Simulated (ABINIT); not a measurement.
# BN (P6_3/mmc) in ABINIT: reference runs, part 2 of 2

ABINIT 10.8.3 (patched build). The steps go on from the part before.

## 3. Single point, PBE

The input, run.py:

```python
import json, os
import numpy as np
from ase.units import GPa
from ase.calculators.abinit import Abinit, AbinitProfile
from ase import Atoms

atoms = Atoms(['N', 'N', 'B', 'B'],
              cell=[[2.49824, 0.0, 0.0], [-1.24912, 2.1635393048, 0.0], [0.0, 0.0, 6.6357]],
              scaled_positions=[[0.6666666667, 0.3333333333, 0.25], [0.3333333333, 0.6666666667, 0.75], [0.6666666667, 0.3333333333, 0.75], [0.3333333333, 0.6666666667, 0.25]],
              pbc=True)

profile = AbinitProfile(command='abinit', pp_paths=[os.path.abspath('pseudos')])
params = dict(
    pps='pawxml', xc='PBE',
    ecut=707.496,
    pawecutdg=1306.1465,
    pawovlp=30,
    kptopt=1,
    ngkpt=[12, 12, 4],
    nshiftk=1,
    shiftk=[0.0, 0.0, 0.0],
    ixc=11,
    nband=12,
    occopt=3,
    tsmear=0.05,
    nstep=100,
    tolvrs=1e-09,
    prtwf=0,
    prtden=0,
)

atoms.calc = Abinit(profile=profile, directory='run', **params)
energy = atoms.get_potential_energy()
forces = atoms.get_forces()
stress = atoms.get_stress()
print(f'energy {energy:.6f} eV')
print('forces (eV/A)')
print(np.round(forces, 5))
print('stress (GPa, Voigt, tension positive)', np.round(stress / GPa, 4))
json.dump(dict(energy=energy, forces=forces.tolist(), stress=stress.tolist(), cell=atoms.cell.tolist(), frac=atoms.get_scaled_positions(wrap=False).tolist()), open('results.json', 'w'))
```

Potentials or basis: JTH PAW PBE v2.0.

Command:

```bash
> python run.py
```

Standard output:

```text
energy -706.567654 eV
forces (eV/A)
[[ 0.  0. -0.]
 [-0.  0. -0.]
 [-0. -0. -0.]
 [-0. -0. -0.]]
stress (GPa, Voigt, tension positive) [-6.4326 -6.4326 -3.1451  0.      0.      0.    ]
```

abinit.in:

```text
ecut 707.496 eV
ixc 11
kptopt 1
natom 4
nband 12
ngkpt
12 12 4
nshiftk 1
nsppol 1
nstep 100
occopt 3
pawecutdg 1306.1465 eV
pawovlp 30
prtden 0
prtwf 0
shiftk
0.0 0.0 0.0
tolvrs 1e-09
tsmear 0.05 eV
#Definition of the unit cell
acell
1.00000000000000 1.00000000000000 1.00000000000000 Angstrom
rprim
2.49824000000000 0.00000000000000 0.00000000000000
-1.24912000000000 2.16353930480000 0.00000000000000
0.00000000000000 0.00000000000000 6.63570000000000
chkprim 0 # Allow non-primitive cells
#Definition of the atom types
ntypat 2
znucl 5 7
#Enumerate different atomic species
typat
 2 2 1 1
pseudos "./pseudos/B.GGA_PBE-JTH.xml,
./pseudos/N.GGA_PBE-JTH.xml"
#Definition of the atoms
xcart
2.36049469854147 1.36283224938226 3.13491391330403
-0.00000000023605 2.72566449917337 9.40474173991208
2.36049469854147 1.36283224938226 9.40474173991208
-0.00000000023605 2.72566449917337 3.13491391330403
chkexit 1 # abinit.exit file in the running directory terminates after the current SCF
```

abinit.abo:

```text
.Version 10.8.3 of ABINIT
 Symmetries : space group P6_3/m m c (#194); Bravais hP (primitive hexag.)
================================================================================
 Values of the parameters that define the memory need of the present run
     intxc =       0    ionmov =       0      iscf =      17    lmnmax =       8
[... 299 lines left out ...]
                       1.2491200000E+00  7.2117976823E-01  4.9767749999E+00
                      -2.3418256512E-11  1.4423595365E+00  1.6589249999E+00
             xred      6.6666666665E-01  3.3333333331E-01  2.4999999998E-01
                       3.3333333331E-01  6.6666666665E-01  7.4999999998E-01
                       6.6666666665E-01  3.3333333331E-01  7.4999999998E-01
                       3.3333333331E-01  6.6666666665E-01  2.4999999998E-01
 Calculation completed.
```

Wall time 35 s (1 thread of Arm Neoverse V1, shared host); peak memory 0.12 GiB.

What came out:

* Free energy: -706.5676 eV
* Pressure: 5.3 GPa
* Band gap on the k mesh: 4.28 eV, indirect (least direct gap 4.65 eV)

Levels at points of the mesh, in eV from the valence-band top:
| k point | band 4 | band 5 | band 6 | band 7 | band 8 | band 9 | band 10 | band 11 | band 12 |
| --- | --- | --- | --- | --- | --- | --- | --- | --- | --- |
| (0.00, 0.00, 0.00) | -4.13 | -1.31 | -1.31 | -1.28 | -1.28 | 5.27 | 10.35 | 11.61 | 11.62 |
| (0.50, 0.00, 0.00) | -8.87 | -4.15 | -4.08 | -1.45 | -0.44 | 4.28 | 5.65 | 9.60 | 10.03 |
| (0.00, 0.00, 0.50) | -5.31 | -1.29 | -1.29 | -1.29 | -1.29 | 7.65 | 7.65 | 11.67 | 11.67 |
| (0.50, 0.00, 0.50) | -8.91 | -4.12 | -4.12 | -0.92 | -0.92 | 4.74 | 4.74 | 9.99 | 9.99 |

Caveat: this functional lacks dispersion, which binds the layers, so the pressure and a relaxed spacing across them are unreliable; the atomic spheres overlap. A k mesh can miss the band edges.

## 4. Single point, PBE (atoms moved at random, drawn with an rms of 0.05 Å)

The input, run.abi:

```
# Pseudopotentials
pp_dirpath "./"
pseudos "N.GGA_PBE-JTH.xml, B.GGA_PBE-JTH.xml"

# Structure
acell 4.7209893936 4.7209893937 12.5396556452
rprim
     1.0000000000     0.0000000000     0.0000000000
    -0.5000000000     0.8660254038     0.0000000000
     0.0000000000     0.0000000000     1.0000000000
ntypat 2
znucl 7 5
natom 4
typat 1 1 2 2
xcart
     1.2476835120     0.6938859988     1.6705905606
     0.0010517590     1.4403070589     4.9751426178
     1.2633312382     0.7492228436     4.9889780523
     0.0108348669     1.4374079162     1.6440013107 Angstrom
chkprim 0
chksymtnons 0
tolsym 1.0e-6

# Plane-wave basis
ecut 707.496042 eV
pawecutdg 48.0
pawovlp 30

# k points
kptopt 1
ngkpt 12 12 4
nshiftk 1
shiftk 0.0 0.0 0.0

# Exchange and correlation
ixc 11

# Bands and occupations
nband 12
occopt 3
tsmear 0.05 eV

# SCF cycle
nstep 100
tolvrs 1.0e-9

# Output
iomode 3
prtwf 0
prteig 0
prtebands 0
enunit 2
prtden 1
prtvha 1
prtvclmb 1
prtpot 1
```

Potentials or basis: JTH PAW PBE v2.0.

Command:

```bash
> abinit run.abi > log 2>&1
```

run.abo:

```text
.Version 10.8.3 of ABINIT
 Symmetries : space group P1 (#  1); Bravais aP (primitive triclinic)
================================================================================
 Values of the parameters that define the memory need of the present run
     intxc =       0    ionmov =       0      iscf =      17    lmnmax =       8
     lnmax =       4     mgfft =      60  mpssoang =       2    mqgrid =    3911
     natom =       4  nloc_mem =       2    nspden =       1   nspinor =       1
    nsppol =       1      nsym =       1    n1xccc =       1    ntypat =       2
    occopt =       3   xclevel =       2
       mpw =        1560          nfft =       34560          nkpt =         292
 PAW method is used; the additional fine FFT grid is defined by:
   mgfftf=        80    nfftf =     72000
================================================================================
================================================================================

--------------------------------------------------------------------------------
------------- Echo of variables that govern the present computation ------------
[... 285 lines left out ...]

 -outvars: echo values of variables after computation  --------
            acell      4.7209893936E+00  4.7209893937E+00  1.2539655645E+01 Bohr
           etotal     -2.5964313360E+01
            fcart      9.4136092480E-03  1.8905358595E-02 -7.0043956016E-03
                       1.1923042289E-02  2.3895335208E-02  3.9682044170E-03
                      -1.1906351241E-02 -2.3932402818E-02 -3.9916756200E-03
                      -9.4303002961E-03 -1.8868290985E-02  7.0278668046E-03
            rprim      1.0000000000E+00  0.0000000000E+00  0.0000000000E+00
                      -5.0000000000E-01  8.6602540380E-01  0.0000000000E+00
                       0.0000000000E+00  0.0000000000E+00  1.0000000000E+00
           strten     -2.4731070873E-04 -2.2212702476E-04 -1.0516397203E-04
                      -9.8259887403E-07 -6.4930899239E-07 -5.3590394032E-06
           xangst      1.2476835120E+00  6.9388599880E-01  1.6705905606E+00
                       1.0517590000E-03  1.4403070589E+00  4.9751426178E+00
                       1.2633312382E+00  7.4922284360E-01  4.9889780523E+00
                       1.0834866900E-02  1.4374079162E+00  1.6440013107E+00
             xred      6.5978400046E-01  3.2071800023E-01  2.5175800017E-01
                       3.3328000021E-01  6.6571800043E-01  7.4975400051E-01
                       6.7883600045E-01  3.4629500025E-01  7.5183900051E-01
                       3.3652600023E-01  6.6437800042E-01  2.4775100017E-01
 Calculation completed.
```

Run time: 2.6 min. Hardware: 1 thread of Arm Neoverse V1, shared host; peak memory 0.24 GiB.

What came out:

```
Free energy            : -706.5250 eV
Pressure               : 5.6 GPa
Largest force          : 1.390 eV/Å
Band gap on the k mesh : 4.21 eV, indirect (least direct gap 4.62 eV)
```

Forces in eV/Å, atoms in the order of the input:
```
N    0.484  0.972 -0.360
N    0.613  1.229  0.204
B   -0.612 -1.231 -0.205
B   -0.485 -0.970  0.361
```

Stress tensor (GPa, compression positive):
```
7.28 0.16 0.02
0.16 6.54 0.03
0.02 0.03 3.09
```

Caveat: the atomic spheres overlap.
